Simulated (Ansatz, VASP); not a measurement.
**One calculation of MgI2, two programs**

```
CELL_PARAMETERS angstrom
4.13111 0.00000 0.00000
-2.06555 3.57764 0.00000
0.00000 0.00000 32.70727
ATOMIC_POSITIONS crystal
I 0.33333 0.66667 0.44859
I 0.66667 0.33333 0.55141
Mg 0.00000 0.00000 0.50000
```

Alike in both runs: functional PBE; dispersion D3(BJ); k mesh 6 × 6 × 1; occupations gaussian, width 0.02 eV; no spin polarisation.

Ansatz relaxed the structure, and its values are those at the end. VASP's run is a single point on that final structure, the one shown.

```csv
,VASP,Ansatz
version,VASP 6.6.1,Ansatz 0.2.0
potentials or method,"VASP PAW PBE potentials, release 64 (I, Mg)","scalar-relativistic, plane waves, PAW"
plane-wave cutoff (eV),520,420
valence electrons in the cell,16,44
```

```csv
,VASP,Ansatz,Ansatz less VASP
gap on the k mesh at the Fermi level (eV),3.62,3.64,+0.017
least direct gap on the mesh (eV),4.08,4.09,+0.014
rms of the force components (eV/Å),0.004,0.001,-0.0031
```

The two sets of potentials don't hold the same shells in valence.

Caveats: spin-orbit coupling is left out, which moves the levels of the heavy elements. A hybrid or GW would open this gap; PBE tends to underestimate it.
